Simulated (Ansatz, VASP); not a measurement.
# Pb in VASP and in Ansatz

```
Pb
1.0
     0.00000    2.47502    2.47502
     2.47502    0.00000    2.47502
     2.47502    2.47502    0.00000
Pb
1
Direct
  0.00000 0.00000 0.00000
```

Alike in both runs: task band structure; functional r2SCAN; k mesh 7 × 7 × 7; occupations fermi-dirac, width 0.05 eV; spin-orbit coupling, no magnetisation.

|  | VASP | Ansatz |
| --- | --- | --- |
| version | VASP 6.6.1 | Ansatz 0.2.0 |
| potentials or method | VASP PAW PBE potentials, release 64 (Pb_d) | Ansatz PAW |
| plane-wave cutoff (eV) | 520 | 500 |
| valence electrons in the cell | 14 | 14 |

Ansatz gave:

| Quantity | Value |
| --- | --- |
| gap on the k mesh at the Fermi level (eV) | none |
| pressure (GPa) | 1.7 |

Problem. Estimate VASP's values.

Solution. gap on the k mesh at the Fermi level (eV): none; pressure (GPa): 1.8.

A gap of «none» marks a metal or a gap that the smearing closes.

Caveats: the PAW data sets were made with another functional, which shifts forces and pressure a little (VASP); the PAW data sets come from PBE, with cores solved anew for the run's functional, which leaves a small shift of forces and pressure (Ansatz).
